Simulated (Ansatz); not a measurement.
Ru (fcc): energy against volume

These are results of DFT, r2SCAN, plane waves (500 eV) with PAW, scalar-relativistic in Ansatz, not measurements. The PAW files were generated under PBE, with cores re-solved for the functional.

The cell is scaled uniformly from the relaxed one, with fractional coordinates and shape fixed. Energies are extrapolated to zero smearing, pressures are those at the given smearing. Magnetic state: non-magnetic.

A Birch-Murnaghan fit gives V₀ = 13.55 Å³/atom, B₀ = 331 GPa, B₀′ = 4.8.

Q: What are the energy above the minimum and the pressure at 11.935 Å³/atom?

A: 255.3 meV/atom and 57.17 GPa as computed.

Q: What are the energy above the minimum and the pressure at 12.478 Å³/atom?

A: 103.5 meV/atom and 33.51 GPa as computed.

Q: What are the energy above the minimum and the pressure at 14.648 Å³/atom?

A: 78.8 meV/atom and -21.29 GPa as computed.
